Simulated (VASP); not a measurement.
Set up this calculation in VASP 6.6.1, as the native input.

```yaml
Task: single point
Functional: r2SCANh
Dispersion: D3(BJ)
Potentials_or_basis: VASP PAW PBE potentials, release 64 (Cd)
Cutoff: 520 eV
k_mesh: 5 × 5 × 5
Occupations: methfessel-paxton, width 0.2 eV
Spin: spin-orbit coupling, no magnetisation
Grid_for_exact_exchange_PRECFOCK: Fast
Exchange_at_q_=_0: default
Further_INCAR_settings: ALGO = Normal; EDIFF = 1e-07
```

Cd:

```
CELL_PARAMETERS angstrom
-1.78432 1.78432 1.78432
1.78432 -1.78432 1.78432
1.78432 1.78432 -1.78432
ATOMIC_POSITIONS crystal
Cd 0.00000 0.00000 0.00000
```

This isn't the form of Cd at room conditions, which is hcp.

The input as run:

POSCAR

```
Cd
3.0905
   -0.577357061964      0.577357061964      0.577357061964
    0.577357061964     -0.577357061964      0.577357061964
    0.577357061964      0.577357061964     -0.577357061964
Cd
1
Direct
    0.0000000000      0.0000000000      0.0000000000
```

INCAR.step1

```
PREC = Accurate
ENCUT = 520
EDIFF = 1E-5
ISMEAR = 1
SIGMA = 0.2
LREAL = False
LASPH = True
NELM = 80
ALGO = Normal
ISIF = 2
LWAVE = True
MAGMOM = 0 0 0
LORBIT = 11
LSORBIT = True
GGA_COMPAT = False
GGA = PE
```

INCAR.step2

```
PREC = Accurate
ENCUT = 520
EDIFF = 1E-7
ISMEAR = 1
SIGMA = 0.2
LREAL = False
LASPH = True
NELM = 80
ALGO = Normal
ISIF = 2
LWAVE = False
LCHARG = True
MAGMOM = 0 0 0
LORBIT = 11
LSORBIT = True
GGA_COMPAT = False
METAGGA = R2SCAN
LHFCALC = True
AEXX = 0.1
LMIXTAU = True
PRECFOCK = Fast
IVDW = 12
VDW_S6 = 1.0
VDW_S8 = 1.1236
VDW_A1 = 0.4709
VDW_A2 = 5.9157
LVHAR = True
ISTART = 1
```

KPOINTS

```
Automatic mesh
0
Gamma
  5 5 5
```

Potentials or basis: VASP PAW PBE potentials, release 64 (Cd).

The run is started by

```sh
$ cat potpaw_PBE.64/Cd/POTCAR > POTCAR
$ cp INCAR.step1 INCAR
$ mpirun -np 1 vasp_ncl > vasp.out
$ cp INCAR.step2 INCAR
$ mpirun -np 1 vasp_ncl > vasp.out
```

It gave:

```yaml
Pressure: -3.9 GPa
Valence_electrons_inside_the_program's_atomic_spheres: Cd 10.30
Dispersion_energy_per_atom: -0.232 eV
```

Caveat: the k mesh is coarse (spacing up to 0.50 Å⁻¹), so the values aren't converged, least of all with exact exchange; the PAW data sets were made with another functional, which shifts forces and pressure a little.

It took 4.7 min on 1 thread of Intel(R) Xeon(R) 6975P-C (Granite Rapids), with other jobs on the host, peak memory 0.21 GiB.
